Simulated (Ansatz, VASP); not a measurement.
# Two plane-wave programs on TiSe2

```
Se Ti
1.0
     3.53600    0.00000    0.00000
    -1.76800    3.06227    0.00000
     0.00000    0.00000    6.00400
Se Ti
2 1
Direct
  0.66667 0.33333 0.74480
  0.33333 0.66667 0.25520
  0.00000 0.00000 0.00000
```

Alike in both runs: task single point; functional PBE; k mesh 9 × 9 × 5; occupations fermi-dirac, width 0.05 eV; no spin polarisation.

|  | VASP | Ansatz |
| --- | --- | --- |
| version | VASP 6.6.1 | Ansatz 0.2.0 |
| potentials or method | VASP PAW PBE potentials, release 64 (Se, Ti_sv) | Ansatz PAW |
| plane-wave cutoff (eV) | 520 | 420 |
| valence electrons in the cell | 24 | 44 |

VASP gave:

- gap on the k mesh at the Fermi level (eV): none
- pressure (GPa): 1.6
- largest component of the traceless stress (GPa): 0.80
- rms of the force components (eV/Å): 0.042

Question: Which values does Ansatz return?

Answer: gap on the k mesh at the Fermi level (eV): none; pressure (GPa): 1.5; largest component of the traceless stress (GPa): 0.79; rms of the force components (eV/Å): 0.034.

Atom by atom the forces differ by 0.008 eV/Å (rms over components). A gap of «none» marks a metal or a gap that the smearing closes. The functional is the same, so the differences come from potentials, cutoffs and numerics. The two sets of potentials don't hold the same shells in valence.

Caveats: this functional lacks dispersion, which binds the layers, so the pressure and a relaxed spacing across them are unreliable.
